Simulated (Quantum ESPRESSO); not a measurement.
# Si in Quantum ESPRESSO: settings compared, part 2 of 2

Quantum ESPRESSO 7.5.

## (3) Relaxation of the atoms, PBE

File pw.in:

```
&CONTROL
  calculation = 'relax'
  prefix = 'pwscf'
  outdir = './tmp'
  pseudo_dir = './pseudo'
  tprnfor = .true.
  disk_io = 'low'
  nstep = 40
  forc_conv_thr = 0.001
  etot_conv_thr = 0.0001
  max_seconds = 1416
/
&SYSTEM
  ibrav = 0
  celldm(1) = 8
  nat = 6
  ntyp = 2
  ecutwfc = 40
  ecutrho = 200
  nbnd = 19
  occupations = 'smearing'
  smearing = 'fd'
  degauss = 0.00999582
/
&ELECTRONS
  conv_thr = 1.2d-07
  electron_maxstep = 150
  mixing_beta = 0.3
  mixing_mode = 'local-TF'
  tqr = .true.
/
&IONS
  upscale = 10
  ion_dynamics = 'bfgs'
/
ATOMIC_SPECIES
Si    28.0850 si_pbe_v1.uspp.F.UPF
Si9   28.0850 si_pbe_v1.uspp.F.UPF
CELL_PARAMETERS alat
  0.9050175871083   0.0000000000000   0.0000000000000
 -0.4525087935392   0.7837682213125   0.0000000000000
  0.0000000000000   0.0000000000000   5.2276090683967
ATOMIC_POSITIONS crystal
Si9    0.6666666700    0.3333333400    0.3388964666  0 0 0
Si9    0.3333333300    0.6666666600    0.3749564374  0 0 0
Si9    0.3333333300    0.6666666600    0.4819700146  0 0 0
Si     0.6666666700    0.3333333400    0.5180299854
Si     0.6666666700    0.3333333400    0.6250435626
Si     0.3333333300    0.6666666600    0.6611035334
K_POINTS automatic
8 8 1 0 0 0
```

File pp_density.in:

```
&INPUTPP
  prefix = 'pwscf'
  outdir = './tmp'
  filplot = 'density.dat'
  plot_num = 0
/
&PLOT
  nfile = 1
  filepp(1) = 'density.dat'
  iflag = 3
  output_format = 6
  fileout = 'density.cube'
/
```

File pp_potential.in:

```
&INPUTPP
  prefix = 'pwscf'
  outdir = './tmp'
  filplot = 'potential.dat'
  plot_num = 11
/
&PLOT
  nfile = 1
  filepp(1) = 'potential.dat'
  iflag = 3
  output_format = 6
  fileout = 'potential.cube'
/
```

Potentials or basis: GBRV 1.5 PBE.

Started as:

```sh
$ OMP_NUM_THREADS=1 mpirun -n 2 pw.x -nk 2 -in pw.in > pw.out
$ OMP_NUM_THREADS=1 mpirun -n 1 pp.x -in pp_density.in > pp_density.out
$ OMP_NUM_THREADS=1 mpirun -n 1 pp.x -in pp_potential.in > pp_potential.out
```

pw.out:

```text
This program is part of the open-source Quantum ESPRESSO suite
     for quantum simulation of materials; please cite
         "P. Giannozzi et al., J. Phys.:Condens. Matter 21 395502 (2009);
         "P. Giannozzi et al., J. Phys.:Condens. Matter 29 465901 (2017);
         "P. Giannozzi et al., J. Chem. Phys. 152 154105 (2020);
     in publications or presentations arising from this work. More details at

     Message from routine setup:
     using ibrav=0 with symmetry is DISCOURAGED, use correct ibrav instead

     K-points division:     npool     =       2
     Subspace diagonalization in iterative solution of the eigenvalue problem:
     a serial algorithm will be used

     G-vector sticks info
     --------------------
     sticks:   dense  smooth     PW     G-vecs:    dense   smooth      PW
     Sum         733     583    163                90693    65131   10369

     Using Slab Decomposition

     bravais-lattice index     =            0
     lattice parameter (alat)  =       8.0000  a.u.
     unit-cell volume          =    1898.5312 (a.u.)^3
     number of atoms/cell      =            6
     number of atomic types    =            2
     number of electrons       =        24.00
     number of Kohn-Sham states=           19
     kinetic-energy cutoff     =      40.0000  Ry
     charge density cutoff     =     200.0000  Ry
     scf convergence threshold =      1.2E-07
     mixing beta               =       0.3000
     number of iterations used =            8  local-TF  mixing
     energy convergence thresh.=      1.0E-04
     force convergence thresh. =      1.0E-03
     Exchange-correlation= SLA  PW   PBE  PBE
                           (   1   4   3   4   0   0   0)
     nstep                     =           40

     celldm(1)=   8.000000  celldm(2)=   0.000000  celldm(3)=   0.000000
     celldm(4)=   0.000000  celldm(5)=   0.000000  celldm(6)=   0.000000

     crystal axes: (cart. coord. in units of alat)
               a(1) = (   0.905018   0.000000   0.000000 )
               a(2) = (  -0.452509   0.783768   0.000000 )
               a(3) = (   0.000000   0.000000   5.227609 )

     reciprocal axes: (cart. coord. in units 2 pi/alat)
               b(1) = (  1.104951  0.637944 -0.000000 )
               b(2) = (  0.000000  1.275887  0.000000 )
               b(3) = (  0.000000 -0.000000  0.191292 )

     PseudoPot. # 1 for Si read from file:
     si_pbe_v1.uspp.F.UPF
     Pseudo is Ultrasoft + core correction, Zval =  4.0
[... 312 lines left out ...]
Si               0.3333333300        0.6666666600        0.6577026161

     NEW-OLD atomic charge density approx. for the potential

     negative rho (up, down):  1.011E-03 0.000E+00

     Initializing real-space augmentation for DENSE grid
     Message from routine real_space_q:
     integrated real space q too different from target q
     Largest difference:   0.001020 for atom type # 2

     Self-consistent Calculation

     iteration #  1     ecut=    40.00 Ry     beta= 0.30
     Davidson diagonalization with overlap
     ethr =  1.00E-06,  avg # of iterations =  3.1

     Threshold (ethr) on eigenvalues was too large:
     Diagonalizing with lowered threshold

     Davidson diagonalization with overlap
     ethr =  8.92E-08,  avg # of iterations =  2.6

     negative rho (up, down):  1.009E-03 0.000E+00
[... 40 lines left out ...]
     iteration #  6     ecut=    40.00 Ry     beta= 0.30
     Davidson diagonalization with overlap
     ethr =  6.46E-10,  avg # of iterations =  1.8

     negative rho (up, down):  1.003E-03 0.000E+00

     End of self-consistent calculation

          k = 0.0000 0.0000 0.0000 (  8167 PWs)   bands (ev):

   -11.7966 -11.0065 -10.1067  -5.9733  -3.7261  -1.2389  -1.2389  -0.8025
    -0.6820  -0.6820  -0.0884  -0.0884   0.7525   1.4141   2.5142   2.5226
     2.5226   3.1657   3.3072
[... 15 lines left out ...]
   -10.2658  -9.4841  -8.5326  -6.9680  -6.0300  -5.1399  -3.9852  -2.5934
    -2.3397  -2.0025  -1.3854  -0.6917   0.1620   1.0264   1.4963   2.3047
     2.7721   4.0043   4.2112

          k = 0.0000-0.6379 0.0000 (  8124 PWs)   bands (ev):

    -9.6271  -8.9073  -7.8858  -7.7232  -6.9586  -6.1497  -3.6419  -2.7466
    -2.3523  -2.1535  -1.5347  -0.8471   0.0835   0.7792   1.4816   1.9861
     2.7153   3.6665   4.1614

          k = 0.1381 0.2392 0.0000 (  8107 PWs)   bands (ev):
[... 25 lines left out ...]
    -9.1000  -8.6037  -7.7432  -7.3525  -7.0342  -6.3498  -4.6333  -3.9616
    -3.2554  -2.9482  -2.3865  -0.4066   0.0379   2.0711   2.9795   3.6236
     4.0122   4.2792   4.8173

     the Fermi energy is    -0.0837 ev

!    total energy              =     -57.40642292 Ry
     estimated scf accuracy    <          5.3E-09 Ry
     smearing contrib. (-TS)   =      -0.01359621 Ry
     internal energy E=F+TS    =     -57.39282671 Ry

     The total energy is F=E-TS. E is the sum of the following terms:
     one-electron contribution =    -362.73271416 Ry
     hartree contribution      =     186.88411531 Ry
     xc contribution           =     -25.61754001 Ry
     ewald contribution        =     144.07331214 Ry

     convergence has been achieved in   6 iterations

     negative rho (up, down):  1.003E-03 0.000E+00

     Forces acting on atoms (cartesian axes, Ry/au):

     atom    1 type  2   force =     0.00000000    0.00000000    0.01434570
     atom    2 type  2   force =     0.00000000   -0.00000000   -0.02340645
     atom    3 type  2   force =     0.00000000    0.00000000    0.00937648
     atom    4 type  1   force =     0.00000000   -0.00000000   -0.00070063
     atom    5 type  1   force =     0.00000000    0.00000000    0.00066258
     atom    6 type  1   force =     0.00000000    0.00000000   -0.00027768

     Total force =     0.001003     Total SCF correction =     0.000087
     Energy error            =      1.3E-05 Ry
     Gradient error          =      7.0E-04 Ry/Bohr

     bfgs converged in  13 scf cycles and  12 bfgs steps
     (criteria: energy <  1.0E-04 Ry, force <  1.0E-03 Ry/Bohr)

     End of BFGS Geometry Optimization

     Final energy             =     -57.4064229238 Ry

Begin final coordinates

ATOMIC_POSITIONS (crystal)
Si9              0.6666666700        0.3333333400        0.3388964666    0   0   0
Si9              0.3333333300        0.6666666600        0.3749564374    0   0   0
Si9              0.3333333300        0.6666666600        0.4819700146    0   0   0
Si               0.6666666700        0.3333333400        0.5171795953
Si               0.6666666700        0.3333333400        0.6261757613
Si               0.3333333300        0.6666666600        0.6577026161
End final coordinates

=------------------------------------------------------------------------------=
   JOB DONE.
=------------------------------------------------------------------------------=
```

pp_potential.out:

```text
This program is part of the open-source Quantum ESPRESSO suite
     for quantum simulation of materials; please cite
         "P. Giannozzi et al., J. Phys.:Condens. Matter 21 395502 (2009);
         "P. Giannozzi et al., J. Phys.:Condens. Matter 29 465901 (2017);
         "P. Giannozzi et al., J. Chem. Phys. 152 154105 (2020);
     in publications or presentations arising from this work. More details at

     IMPORTANT: XC functional enforced from input :
     Exchange-correlation= PBE
                           (   1   4   3   4   0   0   0)
     Any further DFT definition will be discarded
     Please, verify this is what you really want

     G-vector sticks info
     --------------------
     sticks:   dense  smooth     PW     G-vecs:    dense   smooth      PW
     Sum         733     583    163                90693    65131   10369

     Using Slab Decomposition

     Initializing real-space augmentation for DENSE grid
     Message from routine real_space_q:
     integrated real space q too different from target q
     Largest difference:   0.001020 for atom type # 2

     negative rho (up, down):  1.003E-03 0.000E+00

     Calling punch_plot, plot_num =  11
     Writing data to file  potential.dat
     Reading data from file  potential.dat

     Writing data to be plotted to file potential.cube
     Plot Type: 3D                     Output format: Gaussian cube

=------------------------------------------------------------------------------=
   JOB DONE.
=------------------------------------------------------------------------------=
```

Run time: 2.6 min. Hardware: 2 MPI ranks of Arm Neoverse V2, shared host; peak memory 0.36 GiB.

What came out:

```
Free energy                            : -781.0542 eV
Energy gained by relaxing              : 4.4 meV/atom
Ionic steps                            : 13
Ionisation potential of the upper face : 4.74 eV
Electron affinity of the upper face    : 4.62 eV
```

The path:
```
step  energy change (eV)  largest force (eV/Å)
   1              0.0000                0.5984
   2             -0.0105                0.4192
   3             -0.0185                0.2475
   4             -0.0242                0.1140
   5             -0.0248                0.0924
   6             -0.0253                0.0651
   7             -0.0257                0.0571
   8             -0.0258                0.0351
   9             -0.0258                0.0416
  10             -0.0259                0.0481
  11             -0.0261                0.0510
  12             -0.0263                0.0436
  13             -0.0265                0.0180
```

Final structure:
```yaml
crystal:
  lattice:
    - [3.83132, 0.00000, 0.00000]
    - [-1.91566, 3.31802, 0.00000]
    - [0.00000, 0.00000, 22.13065]
  atoms:
    - { symbol: Si, position: [0.66667, 0.33333, 0.33890] }
    - { symbol: Si, position: [0.33333, 0.66667, 0.37496] }
    - { symbol: Si, position: [0.33333, 0.66667, 0.48197] }
    - { symbol: Si, position: [0.66667, 0.33333, 0.51718] }
    - { symbol: Si, position: [0.66667, 0.33333, 0.62618] }
    - { symbol: Si, position: [0.33333, 0.66667, 0.65770] }
```

Caveat: real space augmentation costs some meV and hundredths of eV per Å; ionisation potential and electron affinity come from Kohn-Sham levels, which understate the gap.

## (4) Relaxation of the atoms, RPBE+D3(BJ)

File pw.in:

```
&CONTROL
  calculation = 'relax'
  prefix = 'pwscf'
  outdir = './tmp'
  pseudo_dir = './pseudo'
  tprnfor = .true.
  disk_io = 'low'
  nstep = 30
  forc_conv_thr = 0.001
  etot_conv_thr = 0.0001
  max_seconds = 881
/
&SYSTEM
  ibrav = 0
  celldm(1) = 8
  nat = 6
  ntyp = 2
  ecutwfc = 36
  nbnd = 19
  input_dft = 'rpbe'
  occupations = 'smearing'
  smearing = 'mp'
  degauss = 0.00999582
  vdw_corr = 'grimme-d3'
  dftd3_version = 4
  assume_isolated = 'esm'
  esm_bc = 'bc1'
/
&ELECTRONS
  conv_thr = 1.2d-07
  electron_maxstep = 150
  mixing_beta = 0.3
  mixing_mode = 'local-TF'
/
&IONS
  upscale = 10
  ion_dynamics = 'bfgs'
/
ATOMIC_SPECIES
Si    28.0850 Si.upf
Si9   28.0850 Si.upf
CELL_PARAMETERS alat
  0.9050175871052   0.0000000000000   0.0000000000000
 -0.4525087935408   0.7837682213152   0.0000000000000
  0.0000000000000   0.0000000000000   5.2276090683865
ATOMIC_POSITIONS crystal
Si9    0.6666666700    0.3333333400   -0.1611035334  0 0 0
Si9    0.3333333300    0.6666666600   -0.1250435626  0 0 0
Si9    0.3333333300    0.6666666600   -0.0180299854  0 0 0
Si     0.6666666700    0.3333333400    0.0180299854
Si     0.6666666700    0.3333333400    0.1250435626
Si     0.3333333300    0.6666666600    0.1611035334
K_POINTS automatic
8 8 1 0 0 0
```

pp_density.in is that of step 3.

pp_potential.in is that of step 3.

File pp_elf.in:

```
&INPUTPP
  prefix = 'pwscf'
  outdir = './tmp'
  filplot = 'elf.dat'
  plot_num = 8
/
&PLOT
  nfile = 1
  filepp(1) = 'elf.dat'
  iflag = 3
  output_format = 6
  fileout = 'elf.cube'
/
```

Potentials or basis: Ansatz NC SR PBE.

Started as:

```sh
$ OMP_NUM_THREADS=1 mpirun -n 2 pw.x -nk 2 -in pw.in > pw.out
$ OMP_NUM_THREADS=1 mpirun -n 1 pp.x -in pp_density.in > pp_density.out
$ OMP_NUM_THREADS=1 mpirun -n 1 pp.x -in pp_potential.in > pp_potential.out
$ OMP_NUM_THREADS=1 mpirun -n 1 pp.x -in pp_elf.in > pp_elf.out
```

pw.out:

```text
[... set-up lines left out ...]
     Self-consistent Calculation

     iteration #  1     ecut=    36.00 Ry     beta= 0.30
     Davidson diagonalization with overlap
     ethr =  1.00E-02,  avg # of iterations =  5.2

     Threshold (ethr) on eigenvalues was too large:
     Diagonalizing with lowered threshold

     Davidson diagonalization with overlap
     ethr =  3.22E-04,  avg # of iterations =  9.8

     total energy              =     -51.13820006 Ry
     estimated scf accuracy    <       0.19163826 Ry
[... 75 lines left out ...]
     total energy              =     -51.11790676 Ry
     estimated scf accuracy    <       0.00006664 Ry

[... 170 further cycles ...]
     iteration #  9     ecut=    36.00 Ry     beta= 0.30
     Davidson diagonalization with overlap
     ethr =  2.11E-10,  avg # of iterations =  1.0

     negative rho (up, down):  7.404E-07 0.000E+00

[... 260 lines left out ...]
     one-electron contribution =     902.97519565 Ry
     hartree contribution      =    -450.38347212 Ry
     xc contribution           =     -18.47187161 Ry
     ewald contribution        =    -484.72726793 Ry
     DFT-D3 Dispersion         =      -0.52237547 Ry

     convergence has been achieved in   8 iterations

     Forces acting on atoms (cartesian axes, Ry/au):

     atom    1 type  2   force =     0.00000000    0.00000000    0.03715807
     atom    2 type  2   force =     0.00000000   -0.00000000   -0.01867356
     atom    3 type  2   force =     0.00000000    0.00000000   -0.01786106
     atom    4 type  1   force =     0.00000000   -0.00000000   -0.00015573
     atom    5 type  1   force =     0.00000000    0.00000000    0.00017510
     atom    6 type  1   force =     0.00000000    0.00000000   -0.00058601

     Total force =     0.000631     Total SCF correction =     0.000087
     SCF correction compared to forces is large: reduce conv_thr to get better values
     Energy error            =      5.8E-05 Ry
     Gradient error          =      5.9E-04 Ry/Bohr

     bfgs converged in  14 scf cycles and  13 bfgs steps
     (criteria: energy <  1.0E-04 Ry, force <  1.0E-03 Ry/Bohr)

     End of BFGS Geometry Optimization

     Final energy             =     -51.1297372709 Ry

Begin final coordinates

ATOMIC_POSITIONS (crystal)
Si9              0.6666666700        0.3333333400       -0.1611035334    0   0   0
Si9              0.3333333300        0.6666666600       -0.1250435626    0   0   0
Si9              0.3333333300        0.6666666600       -0.0180299854    0   0   0
Si               0.6666666700        0.3333333400        0.0111798005
Si               0.6666666700        0.3333333400        0.1165007129
Si               0.3333333300        0.6666666600        0.1430310084
End final coordinates

=------------------------------------------------------------------------------=
   JOB DONE.
=------------------------------------------------------------------------------=
```

pp_potential.out:

```text
This program is part of the open-source Quantum ESPRESSO suite
     for quantum simulation of materials; please cite
         "P. Giannozzi et al., J. Phys.:Condens. Matter 21 395502 (2009);
         "P. Giannozzi et al., J. Phys.:Condens. Matter 29 465901 (2017);
         "P. Giannozzi et al., J. Chem. Phys. 152 154105 (2020);
     in publications or presentations arising from this work. More details at

     IMPORTANT: XC functional enforced from input :
     Exchange-correlation= RPBE
                           (   1   4  44   4   0   0   0)
     Any further DFT definition will be discarded
     Please, verify this is what you really want

     G-vector sticks info
     --------------------
     sticks:   dense  smooth     PW     G-vecs:    dense   smooth      PW
     Sum         511     511    151                55293    55293    8985

     Using Slab Decomposition

     Calling punch_plot, plot_num =  11
     Writing data to file  potential.dat
     Reading data from file  potential.dat

     Writing data to be plotted to file potential.cube
     Plot Type: 3D                     Output format: Gaussian cube

=------------------------------------------------------------------------------=
   JOB DONE.
=------------------------------------------------------------------------------=
```

It took 5.2 min on 2 MPI ranks of Arm Neoverse V2, shared host; peak memory 0.28 GiB.

Results:

| Property | Result |
| --- | --- |
| Free energy | -695.6555 eV |
| Energy gained by relaxing | 28.7 meV/atom |
| Ionic steps | 14 |
| Band gap on the k mesh | 0.15 eV, indirect (least direct gap 0.16 eV) |
| Ionisation potential of the upper face | 4.48 eV |
| Electron affinity of the upper face | 4.33 eV |

The path:
```
step  energy change (eV)  largest force (eV/Å)
   1              0.0000                0.9437
   2             -0.0223                0.8246
   3             -0.0408                0.7084
   4             -0.0615                0.5400
   5             -0.0823                0.3902
   6             -0.1010                0.6160
   7             -0.1143                0.6794
   8             -0.1297                0.6287
   9             -0.1477                0.3629
  10             -0.1555                0.3197
  11             -0.1651                0.3745
  12             -0.1686                0.2629
  13             -0.1713                0.0947
  14             -0.1721                0.0151
```

Final structure:
```xyz
6
Lattice="3.8313 0.0000 0.0000 -1.9157 3.3180 0.0000 0.0000 0.0000 22.1307" Properties=species:S:1:pos:R:3 pbc="T T T"
Si    1.9157    1.1060   -3.5653
Si    0.0000    2.2120   -2.7673
Si    0.0000    2.2120   -0.3990
Si    1.9157    1.1060    0.2474
Si    1.9157    1.1060    2.5782
Si    0.0000    2.2120    3.1654
```

Caveat: the potentials were made for another functional, which shifts forces and pressure; ionisation potential and electron affinity come from Kohn-Sham levels, which understate the gap; this smearing can shift energies of a crystal with a gap.

## (5) Summary

```tsv
level	potentials or basis	cutoff (eV)	smearing	boundary across the vacuum	form of the LDA correlation	most ionic steps	assume isolated	esm bc	gap on the mesh (eV)
LDA	PseudoDojo 0.4.1 SR LDA stringent	435	cold 0.1 eV	esm	PW92	30	esm	bc1	0.16
PBE	GBRV 1.5 PBE	544	fermi-dirac 0.136 eV	none	-	40	-	-	-
RPBE+D3(BJ)	Ansatz NC SR PBE	490	methfessel-paxton 0.136 eV	esm	-	30	esm	bc1	0.15
```

Alike in all rows: task relaxation of the atoms; no spin polarisation; cell atoms relaxed; k mesh 8 × 8 × 1.

Caveats: this smearing can shift energies of a crystal with a gap (some runs); ionisation potential and electron affinity come from Kohn-Sham levels, which understate the gap (some runs); real space augmentation costs some meV and hundredths of eV per Å (some runs); the potentials were made for another functional, which shifts forces and pressure (some runs).

Total energies depend on the potentials used, so only differences within one code and one set of settings carry meaning.
